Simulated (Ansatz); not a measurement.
NiO (Fm-3m)

Method: DFT r2SCAN, scalar-relativistic, plane waves, PAW (Ansatz 0.2.0).

Plane waves to 500 eV, a k mesh through Γ of 12×12×12 on the computed 2-atom cell and Gaussian smearing (0.02 eV); collinear spin from starting moments 1.84 0.31 μB.

The structure is relaxed at this level of theory with its symmetry kept.

Symmetry: Fm-3m, No. 225, cubic system. Conventional cell: a = 4.188 Å, b = 4.188 Å, c = 4.188 Å, α = 90.00°, β = 90.00°, γ = 90.00°. Ni (site symmetry m-3m) is surrounded by 6 O at 2.09 Å. Around O (site symmetry m-3m) lie 6 Ni at 2.09 Å.

```json
{
 "Volume per atom": "9.18 Å³",
 "Formation energy from the elements' standard states (uncorrected)": "-1.083 eV/atom",
 "Generalised Kohn–Sham band gap": "0.82 eV, indirect from L to Γ",
 "Löwdin character of the top 1 eV of the valence band": "Ni 3d 64 %, O 2p 35 %",
 "Löwdin character of the lowest 1 eV of the conduction band": "Ni 3d 90 %",
 "Electron masses at the edge by Cartesian direction of the standard setting (m_e; degenerate bands sorted by energy; no spin-orbit coupling)": "x: 7.7, 0.33; y: 7.7, 0.33; z: 7.7, 0.33",
 "Hole masses at the edge by Cartesian direction of the standard setting (m_e; degenerate bands sorted by energy; no spin-orbit coupling)": "x: 4.6, 0.48; y: 4.6, 0.48; z: 4.6, 0.48",
 "Bulk modulus": "215 GPa",
 "Its pressure derivative": "4.4",
 "Bader charges (e)": "Ni (1 in the cell) 1.28, O (1 in the cell) -1.28",
 "Total moment": "2.00 μB per cell",
 "Site moments (μB; atoms counted from 1 over the whole cell)": "Ni (atom 1) 1.67, O (atom 2) 0.29"
}
```

The state reached may not be the lowest one.

Only this magnetic start was tried.